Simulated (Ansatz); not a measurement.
This log comes from Ansatz, run on CSi as one 4-atom ordering (R-3m) on the diamond lattice (no longer in that coordination). The cell was relaxed beforehand with r2SCAN.

Structure:
```cif
data_structure
_symmetry_space_group_name_H-M 'P 1'
_symmetry_Int_Tables_number 1
_cell_length_a 7.3258
_cell_length_b 7.3258
_cell_length_c 7.3258
_cell_angle_alpha 19.918
_cell_angle_beta 19.918
_cell_angle_gamma 19.918
_cell_volume 39.91
loop_
_atom_site_label
_atom_site_type_symbol
_atom_site_fract_x
_atom_site_fract_y
_atom_site_fract_z
_atom_site_occupancy
C1 C 0.17672 0.17672 0.17672 1
Si1 Si 0.72860 0.72860 0.72860 1
C2 C 0.82328 0.82328 0.82328 1
Si2 Si 0.27140 0.27140 0.27140 1
```

Main lines of the log:
```
scf.n_extra_bands = 5 over 8 filled bands (N_el = 16.0): the run solves 13 bands
Functional definition: PBE
Crystal: 4 atoms, lattice volume = 39.913 Å³
Basis set: ecut = 420 eV, 767 PW (Γ), FFT grids on a1−a3, a2−a3, a3
Bands: 13, of which v1, the nominal top of the filled ones, is band 8 counted from 1 (7 counted from 0)
Symmetry: 12 space group operations
Space group: R-3m (ITA 166)
k-points: 189 of 1728
preconditioner: auto → none  [metal: Δε(μ)=0.002 eV  σ=0.020 eV  ℏωp=23.5 eV  sad-step TF]
SCF converged after 7 iterations
Free energy (F): -1771.658722 eV
Internal energy: -1771.657009 eV  (E = F + TS)
E sigma→0 (E₀):  -1771.657865 eV
Entropy (-TS):   -0.001714 eV (-0.428 meV/atom)
Fermi energy:    11.524225 eV
--- Per-component energies (eV) ---
  E_band       = 65.628159
  E_kinetic    = 266.891173
  E_local      = -398.892093
  E_nonlocal   = 104.217540
  E_hartree    = 163.834375
  E_xc         = -209.597433
  E_vxc        = -216.897426
  E_paw        = -1223.120831
  E_vpaw       = -17.358251
  E_ewald      = -474.989769
  E_smearing   = -0.001714
--- Forces (eV/Å), atoms counted from 1 ---
  atom   1  C       0.00000      0.00000    -0.27649
  atom   2  Si      0.00000      0.00000    -0.23979
  atom   3  C       0.00000      0.00000      0.27649
  atom   4  Si      0.00000      0.00000      0.23979
--- Stress (GPa, compression-positive) ---
        4.042308       0.000000       0.000000
        0.000000       4.042308       0.000000
        0.000000       0.000000       1.770105
  P = ⅓ Tr σ = 3.2849 GPa (32.849 kbar)
--- Band table (eV; the first three rows and the last of 189) ---
  k-point 0: bands = […, -1.7217, 4.6404, 6.6245, 9.3734, 9.3734, 16.1391, 16.9139, 18.3935, 18.3935, 20.9694, …]
  k-point 1: bands = […, -1.4528, 4.7826, 6.8358, 8.6179, 9.0445, 15.7763, 17.1053, 18.5152, 18.8804, 21.1569, …]
  k-point 2: bands = […, -0.7405, 5.2075, 6.7987, 7.4530, 8.2845, 14.7590, 17.2533, 18.2578, 18.6131, 19.7986, …]
  k-point 188: bands = […, 0.2678, 2.0535, 9.3723, 9.3723, 10.9176, 11.0104, 18.3890, 18.3890, 19.9528, 20.6211, …]
```

Question: What input produced it? Give the YAML, leaving the band path aside.

Answer:
```yaml
crystal:
  # lattice and atoms as above
kpoints:
  mp_grid: { grid: [12, 12, 12] }
hamiltonian:
  xc: pbe
scf:
  occupations: { method: fermi_dirac, width: 0.02 }
  n_extra_bands: 5
output:
  forces: true
  stress: true
  eigenvalues: true
```
A single point prints forces and stress when the output block asks for them. This is the file that was run, less any keys that only write grids; thresholds and some counts can't be read off the log exactly.

PBE gives no gap: the lowest nominally empty band dips 7.25 eV below the top of the last filled one (its bottom at S₂–F (0.10 of the way from S₂), the top at Γ), so the cell is a metal or semimetal at this level.

Command: `ansatz run input.yaml --threads 2 --pin off --max-ram 2211MiB --backend cpu --events-out ev --progress --plain --runs-dir out`.

Question: It took 4.3 s on 2 threads of Arm Neoverse V1, on a shared host, load about 0.5 per core. What peak of host memory did it reach?

Answer: About 0.36 GiB.

These are computed values for a spin-unpolarised cell that may be hypothetical; none is a measurement.

Where bands overlap, v1 and c1 are numbered by the electron count and aren't everywhere filled or empty.
